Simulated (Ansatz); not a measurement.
## Moving the strain (εxy = 0.5 s) in Ge

```
Ge
1.0
     2.71047    0.00000    0.00000
     0.00000    2.71047    0.00000
     0.00000    0.00000    2.71047
Ge
1
Cartesian
  0.0000 0.0000 0.0000
```

This isn't the form of Ge at room conditions, which is diamond.

Kept alike: task single point; functional PBE; k mesh 10 × 10 × 10; occupations fermi-dirac, width 0.05 eV; no spin polarisation. Program: Ansatz, Ansatz PAW, cutoff 420 eV. The mesh is that of the run's cell of 1 atom. No spin-orbit coupling.

```csv
s,stress xy (GPa),free energy over the lowest row (meV/atom)
-0.04,0.79,1.63
-0.02,0.29,0.35
-0.01,0.14,0.09
0,0.00,0.00
0.01,-0.14,0.09
0.02,-0.29,0.35
0.04,-0.79,1.63
```

Stress is positive in compression, with a Pulay correction for the finite cutoff. The cell shown is the unstrained one; x, y and z are its Cartesian axes; atoms keep their fractions. For a metal such a mesh leaves the last digits unconverged. Shear stress takes the same sign, opposite to σ = Cε, so its slope is minus the stiffness.

The stress xy falls from 0.79 to -0.79 GPa between -0.04 and 0.04. A parabola through the five rows nearest s = 0 has a slope of -15 GPa per unit of s at s = 0, so the stiffness that links it to this strain is about 15 GPa; the fractions stay fixed. The free energy is lowest at 0, and 1.63 meV an atom higher at -0.04; 0.04.
